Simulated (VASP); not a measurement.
# TiO2 (Anatase) (I4_1/amd) in VASP: a series of runs

The runs below take TiO2 (Anatase) through single point, with PBE.

Program: VASP 6.6.1. These are calculated values, not measurements. Logs are shortened: lines on timing, memory, paths and dates and some standing lists are left out, and cuts for length are marked.

## Step 1: The crystal as given

It takes space group I4_1/amd (No. 141, tetragonal). Conventional cell: a = 3.784 Å, b = 3.784 Å, c = 9.515 Å, α = 90.00°, β = 90.00°, γ = 90.00°. Ti (site symmetry -4m2) is surrounded by 6 O at 1.93 to 1.98 Å. O (site symmetry 2mm) has 3 Ti at 1.93 to 1.98 Å as nearest neighbours.

## Step 2: Single point, PBE

INCAR

```
  ADDGRID = F
  ALGO = Normal
  EDIFF = 1E-7
  ENCUT = 460
  GGA = PE
  ISIF = 2
  ISMEAR = 0
  LASPH = T
  LCHARG = F
  LREAL = Auto
  LWAVE = F
  NELM = 100
  PREC = Accurate
  SIGMA = 0.05
```

KPOINTS

```
k-points
0
Gamma
  5 5 5
```

POSCAR

```
TiO2
1.0
   -1.8921000000      1.8921000000      4.7573000000
    1.8921000000     -1.8921000000      4.7573000000
    1.8921000000      1.8921000000     -4.7573000000
Ti O
2 4
Direct
    0.7500000000      0.2500000000      0.5000000000
    0.0000000000      0.0000000000      0.0000000000
    0.7919000000      0.7919000000      0.0000000000
    0.5419000000      0.0419000000      0.5000000000
    0.9581000000      0.4581000000      0.5000000000
    0.2081000000      0.2081000000      0.0000000000
```

Potentials or basis: VASP PAW PBE potentials, release 64 (Ti, O).

The run is started by

```bash
cat potpaw_PBE.64/Ti/POTCAR potpaw_PBE.64/O/POTCAR > POTCAR
mpirun -np 1 vasp_std > vasp.out
```

OUTCAR:

```text
EDIFF = 1E-7
   ENCUT = 460
   GGA = PE
   ISIF = 2
   ISMEAR = 0
   LASPH = T
   LREAL = Auto
   NELM = 100
   PREC = Accurate

 Found     18 irreducible k-points:

 Following reciprocal coordinates:
            Coordinates               Weight
  0.000000  0.000000  0.000000      1.000000
  0.200000 -0.000000  0.000000      8.000000
  0.400000  0.000000  0.000000      8.000000
  0.200000  0.200000  0.000000      8.000000
  0.400000  0.200000  0.000000     16.000000
 -0.400000  0.200000 -0.000000     16.000000
   k-points           NKPTS =     18   k-points in BZ     NKDIM =     18   number of bands    NBANDS=     20
   number of dos      NEDOS =    301   number of ions     NIONS =      6
   total plane-waves  NPLWV =  64000
   dimension x,y,z NGX =    40 NGY =   40 NGZ =   40
   dimension x,y,z NGXF=    80 NGYF=   80 NGZF=   80
   ions per type =               2   4
   NGX,Y,Z   is equivalent  to a cutoff of  12.18, 12.18, 12.18 a.u.
   NGXF,Y,Z  is equivalent  to a cutoff of  24.37, 24.37, 24.37 a.u.
 SYSTEM =  unknown system
   PREC   = accura    normal or accurate (medium, high low for compatibility)
   ISTART =      0    job   : 0-new  1-cont  2-samecut
   ICHARG =      2    charge: 1-file 2-atom 10-const
   ISPIN  =      1    spin polarized calculation?
   LNONCOLLINEAR =      F non collinear calculations
   LSORBIT =      F    spin-orbit coupling
   LASPH  =      T    aspherical Exc in radial PAW
   ENCUT  =  460.0 eV  33.81 Ry    5.81 a.u.   9.55  9.55  9.55*2*pi/ulx,y,z
   NELM   =    100;   NELMIN=  2; NELMDL= -5     # of ELM steps
   EDIFF  = 0.1E-06   stopping-criterion for ELM
   LREAL  =      T    real-space projection
   EDIFFG = 0.1E-05   stopping-criterion for IOM
   NSW    =      0    number of steps for IOM
   IBRION =     -1    ionic relax: 0-MD 1-quasi-New 2-CG
   NFREE  =      0    steps in history (QN), initial steepest desc. (CG)
   ISIF   =      2    stress and relaxation
   ISYM   =      2    0-nonsym 1-usesym 2-fastsym
   POTIM  = 0.5000    time-step for ionic-motion
   TEBEG  =    0.0;   TEEND  =   0.0 temperature during run
   PSTRESS=    0.0 pullay stress
   NELECT =      32.0000    total number of electrons
   NUPDOWN=      -1.0000    fix difference up-down
   EMIN   =  10.00;   EMAX   =-10.00  energy-range for DOS
[... 5 lines left out ...]
     AMIX     =   0.40;   BMIX     =  1.00
     AMIX_MAG =   1.60;   BMIX_MAG =  1.00
  volume/ion in A,a.u.               =      11.35        76.62
  Fermi-wavevector in a.u.,A,eV,Ry     =   1.272590  2.404847 22.034444  1.619486
  Thomas-Fermi vector in A             =   2.405460
   LORBIT       =      0    0 simple, 1 ext, 2 COOP (PROOUT), +10 PAW based schemes
   GGA     = PE    functional components
   LHFCALC =     F    Hartree Fock is set to
   AEXX    =    0.0000 exact exchange contribution
   IVDW    =     0    specifies the selected vdW correction
   LEPSILON=     F    determine dielectric tensor
   LRPA    =     F    only Hartree local field effects (RPA)
 non-spin polarized calculation
 Gauss-broadening in eV      SIGMA  =   0.05
  energy-cutoff  :      460.00
  volume of cell :       68.13
 maximum number of plane-waves:      1547
 NGX is ok and might be reduce to    40
   NGX = 19   NGY = 19   NGZ = 19

 number of electron      31.9999996 magnetization

 Free energy of the ion-electron system (eV)
  ---------------------------------------------------
  ext. energy  EPLUGINS =         0.00000000
  ---------------------------------------------------
  free energy    TOTEN  =       -52.92788912 eV

  energy without entropy =      -52.92788912  energy(sigma->0) =      -52.92788912

 E-fermi :   0.9073     XC(G=0): -10.5256

 val. band max:        0.6899477634   @ k =  -0.4000   0.4000   0.0000
 cond. band min:       2.6426969359   @ k =   0.0000   0.0000   0.0000
 fundamental gap:      1.9527491724
 Fermi energy:         0.9072753860

 k-point     1 :       0.0000    0.0000    0.0000
  band No.  band energies     occupation
      1     -16.9982      2.00000
      2     -15.9497      2.00000
      3     -15.9367      2.00000
      4     -15.4712      2.00000
      5      -3.2719      2.00000
      6      -3.1561      2.00000
      7      -3.1561      2.00000
      8      -2.7455      2.00000
      9      -1.3969      2.00000
     10      -1.3969      2.00000
     11      -1.3298      2.00000
     12      -0.0540      2.00000
     13      -0.0540      2.00000
     14      -0.0538      2.00000
     15       0.2459      2.00000
     16       0.2459      2.00000
     17       2.6427      0.00000
     18       3.3555      0.00000
     19       4.4733      0.00000
     20       4.4739      0.00000

 k-point     2 :       0.2000   -0.0000    0.0000
  band No.  band energies     occupation
      1     -16.8200      2.00000
      2     -15.8995      2.00000
      3     -15.8531      2.00000
      4     -15.4611      2.00000
      5      -3.6536      2.00000
      6      -3.2648      2.00000
      7      -3.1196      2.00000
      8      -2.7739      2.00000
      9      -1.6677      2.00000
     10      -1.4507      2.00000
     11      -1.1568      2.00000
     12      -0.7620      2.00000
     13      -0.4495      2.00000
     14      -0.0610      2.00000
     15      -0.0500      2.00000
     16       0.2458      2.00000
     17       3.3563      0.00000
     18       3.5476      0.00000
     19       3.8738      0.00000
     20       4.1435      0.00000

 k-point     3 :       0.4000    0.0000    0.0000
  band No.  band energies     occupation
      1     -16.5285      2.00000
      2     -15.7481      2.00000
      3     -15.7152      2.00000
      4     -15.4944      2.00000
      5      -3.9421      2.00000
      6      -3.2194      2.00000
      7      -3.0428      2.00000
      8      -3.0366      2.00000
      9      -2.6430      2.00000
     10      -1.5146      2.00000
     11      -1.2953      2.00000
     12      -1.2241      2.00000
     13      -1.1663      2.00000
     14      -0.2047      2.00000
     15      -0.1341      2.00000
     16       0.1002      2.00000
     17       3.6750      0.00000
     18       3.9950      0.00000
     19       4.0795      0.00000
     20       4.1350      0.00000

 k-point     4 :       0.2000    0.2000    0.0000
  band No.  band energies     occupation
      1     -16.5889      2.00000
      2     -15.8894      2.00000
      3     -15.7607      2.00000
      4     -15.4706      2.00000
      5      -3.7424      2.00000
      6      -3.5519      2.00000
      7      -3.1569      2.00000
      8      -2.7821      2.00000
      9      -2.0993      2.00000
     10      -1.5099      2.00000
     11      -1.2790      2.00000
     12      -0.9925      2.00000
     13      -0.8084      2.00000
     14      -0.3560      2.00000
     15       0.0501      2.00000
     16       0.4141      2.00000
     17       3.4462      0.00000
     18       3.7534      0.00000
     19       3.7673      0.00000
     20       4.1293      0.00000

 k-point     5 :       0.4000    0.2000    0.0000
  band No.  band energies     occupation
      1     -16.2862      2.00000
      2     -15.7392      2.00000
      3     -15.6315      2.00000
      4     -15.4898      2.00000
      5      -3.9713      2.00000
      6      -3.6135      2.00000
      7      -3.1072      2.00000
      8      -2.9224      2.00000
      9      -2.7459      2.00000
     10      -2.3125      2.00000
     11      -1.7915      2.00000
     12      -1.3014      2.00000
     13      -0.9941      2.00000
     14      -0.3441      2.00000
     15       0.0663      2.00000
     16       0.3196      2.00000
     17       3.6016      0.00000
     18       3.7376      0.00000
     19       4.1045      0.00000
     20       4.2052      0.00000

 k-point     6 :      -0.4000    0.2000   -0.0000
  band No.  band energies     occupation
      1     -16.3612      2.00000
      2     -15.6846      2.00000
      3     -15.6430      2.00000
      4     -15.4472      2.00000
      5      -3.9200      2.00000
      6      -3.5871      2.00000
      7      -3.4099      2.00000
      8      -2.9989      2.00000
      9      -2.5040      2.00000
     10      -2.0604      2.00000
     11      -1.8664      2.00000
     12      -1.3802      2.00000
     13      -1.1128      2.00000
     14      -0.2543      2.00000
     15       0.0370      2.00000
     16       0.3124      2.00000
     17       3.5738      0.00000
     18       3.7390      0.00000
     19       4.0897      0.00000
     20       4.2690      0.00000

 [... further k-points ...]
[... 5 lines left out ...]
  --------------------------------------------------------------------------------------
  -------------------------------------------------------------------------------------
  Total        3.1825883      3.1825883      3.3847076      0.0000000      0.0000000      0.0000000
  in kB       74.8483700     74.8483700     79.6018265      0.0000000      0.0000000      0.0000000
  external PRESSURE =      76.4328555 kB  Pullay stress =       0.0000000 kB

 VOLUME and BASIS-vectors are now :
 -----------------------------------------------------------------------------
  energy-cutoff  :      460.00
  volume of cell :       68.13
      direct lattice vectors                 reciprocal lattice vectors
    -1.892100000  1.892100000  4.757300000     0.000000000  0.264256646  0.105101633
     1.892100000 -1.892100000  4.757300000     0.264256646  0.000000000  0.105101633
     1.892100000  1.892100000 -4.757300000     0.264256646  0.264256646  0.000000000

 POSITION                                       TOTAL-FORCE (eV/Angst)
 -----------------------------------------------------------------------------------
      0.00000      1.89210      2.37865        -0.000000     -0.000000     -0.000000
      0.00000      0.00000      0.00000        -0.000000     -0.000000     -0.000000
      0.00000      0.00000      7.53461         0.000000      0.000000     -0.163760
      0.00000      1.89210      0.39866         0.000000      0.000000     -0.163760
      0.00000      1.89210      4.35864         0.000000      0.000000      0.163760
      0.00000      0.00000      1.97999        -0.000000     -0.000000      0.163760
 -----------------------------------------------------------------------------------
    total drift:                                0.000000      0.000000     -0.000000

  FREE ENERGIE OF THE ION-ELECTRON SYSTEM (eV)
  ---------------------------------------------------
  free  energy   TOTEN  =       -52.9278891196 eV

  energy  without entropy=      -52.9278891196  energy(sigma->0) =      -52.92788912
```

It took 67 s on 1 thread of Intel Xeon Platinum 8488C (Sapphire Rapids), shared host; peak memory 0.24 GiB.

The run converged, but some of its settings lie outside the range that counts as converged, so its numbers aren't taken as properties of the crystal.

What came out:

| Quantity | Value |
| --- | --- |
| Free energy | -52.9279 eV |
| Pressure | 7.6 GPa |
| Largest force | 0.164 eV/Å |
| Band gap on the k mesh | 1.95 eV, indirect (least direct gap 2.27 eV) |

Caveat: the k mesh is coarse (spacing up to 0.47 Å⁻¹), so the values aren't converged; the cutoff is under 1.25 times the usual one of these potentials, so pressure, stress and relaxed cells hold a basis-set (Pulay) error; an odd mesh through Γ misses points on the zone boundary, where band edges often lie.

## Step 3: Single point, PBE

INCAR

```
  ADDGRID = F
  ALGO = Normal
  EDIFF = 0.001
  ENCUT = 460
  GGA = PE
  ISIF = 2
  ISMEAR = 0
  LASPH = T
  LCHARG = F
  LREAL = F
  LWAVE = F
  NELM = 100
  PREC = Accurate
  SIGMA = 0.05
```

KPOINTS is that of step 2.

POSCAR is that of step 2.

Potentials or basis: VASP PAW PBE potentials, release 64 (Ti, O).

The run is started by

```bash
cat potpaw_PBE.64/Ti/POTCAR potpaw_PBE.64/O/POTCAR > POTCAR
mpirun -np 1 vasp_std > vasp.out
```

OUTCAR:

```text
EDIFF = 0.001
   ENCUT = 460
   GGA = PE
   ISIF = 2
   ISMEAR = 0
   LASPH = T
   LREAL = F
   NELM = 100
   PREC = Accurate

 Found     18 irreducible k-points:

 Following reciprocal coordinates:
            Coordinates               Weight
  0.000000  0.000000  0.000000      1.000000
  0.200000 -0.000000  0.000000      8.000000
  0.400000  0.000000  0.000000      8.000000
  0.200000  0.200000  0.000000      8.000000
  0.400000  0.200000  0.000000     16.000000
 -0.400000  0.200000 -0.000000     16.000000
   k-points           NKPTS =     18   k-points in BZ     NKDIM =     18   number of bands    NBANDS=     20
   number of dos      NEDOS =    301   number of ions     NIONS =      6
   total plane-waves  NPLWV =  64000
   dimension x,y,z NGX =    40 NGY =   40 NGZ =   40
   dimension x,y,z NGXF=    80 NGYF=   80 NGZF=   80
   ions per type =               2   4
   NGX,Y,Z   is equivalent  to a cutoff of  12.18, 12.18, 12.18 a.u.
   NGXF,Y,Z  is equivalent  to a cutoff of  24.37, 24.37, 24.37 a.u.
 SYSTEM =  unknown system
   PREC   = accura    normal or accurate (medium, high low for compatibility)
   ISTART =      0    job   : 0-new  1-cont  2-samecut
   ICHARG =      2    charge: 1-file 2-atom 10-const
   ISPIN  =      1    spin polarized calculation?
[... 60 lines left out ...]
 Fermi energy:         0.9048641159

 k-point     1 :       0.0000    0.0000    0.0000
  band No.  band energies     occupation
      1     -16.9986      2.00000
      2     -15.9504      2.00000
      3     -15.9375      2.00000
      4     -15.4719      2.00000
      5      -3.2735      2.00000
      6      -3.1574      2.00000
[... 127 lines left out ...]
     19       4.0849      0.00000
     20       4.2644      0.00000

 [... further k-points ...]

------------------------ aborting loop because EDIFF is reached ----------------------------------------

  FORCE on cell =-STRESS in cart. coord.  units (eV):
  Direction    XX          YY          ZZ          XY          YZ          ZX
  --------------------------------------------------------------------------------------
  -------------------------------------------------------------------------------------
  Total        3.2741772      3.2741772      3.4743321      0.0000000      0.0000000      0.0000000
  in kB       77.0023637     77.0023637     81.7096240      0.0000000      0.0000000      0.0000000
  external PRESSURE =      78.5714505 kB  Pullay stress =       0.0000000 kB

 VOLUME and BASIS-vectors are now :
 -----------------------------------------------------------------------------
  energy-cutoff  :      460.00
  volume of cell :       68.13
      direct lattice vectors                 reciprocal lattice vectors
    -1.892100000  1.892100000  4.757300000     0.000000000  0.264256646  0.105101633
     1.892100000 -1.892100000  4.757300000     0.264256646  0.000000000  0.105101633
     1.892100000  1.892100000 -4.757300000     0.264256646  0.264256646  0.000000000

 POSITION                                       TOTAL-FORCE (eV/Angst)
 -----------------------------------------------------------------------------------
      0.00000      1.89210      2.37865        -0.000000     -0.000000      0.000000
      0.00000      0.00000      0.00000        -0.000000     -0.000000      0.000000
      0.00000      0.00000      7.53461        -0.000000      0.000000     -0.165253
      0.00000      1.89210      0.39866         0.000000     -0.000000     -0.165253
      0.00000      1.89210      4.35864         0.000000     -0.000000      0.165253
      0.00000      0.00000      1.97999        -0.000000      0.000000      0.165253
 -----------------------------------------------------------------------------------
    total drift:                                0.000000      0.000000     -0.000000

  FREE ENERGIE OF THE ION-ELECTRON SYSTEM (eV)
  ---------------------------------------------------
  free  energy   TOTEN  =       -52.9274391761 eV

  energy  without entropy=      -52.9274391761  energy(sigma->0) =      -52.92743918
```

It took 26 s on 1 thread of Intel Xeon Platinum 8488C (Sapphire Rapids), shared host; peak memory 0.23 GiB.

These settings aren't checked as converged: the numbers below hold their error.

Results:

| Item | Value |
| --- | --- |
| Free energy | -52.9274 eV |
| Pressure | 7.9 GPa |
| Largest force | 0.165 eV/Å |
| Band gap on the k mesh | 1.95 eV, indirect (least direct gap 2.27 eV) |

Caveat: the k mesh is coarse (spacing up to 0.47 Å⁻¹), so the values aren't converged; the cutoff is under 1.25 times the usual one of these potentials, so pressure, stress and relaxed cells hold a basis-set (Pulay) error; an odd mesh through Γ misses points on the zone boundary, where band edges often lie.

[end of part 1 of 2]
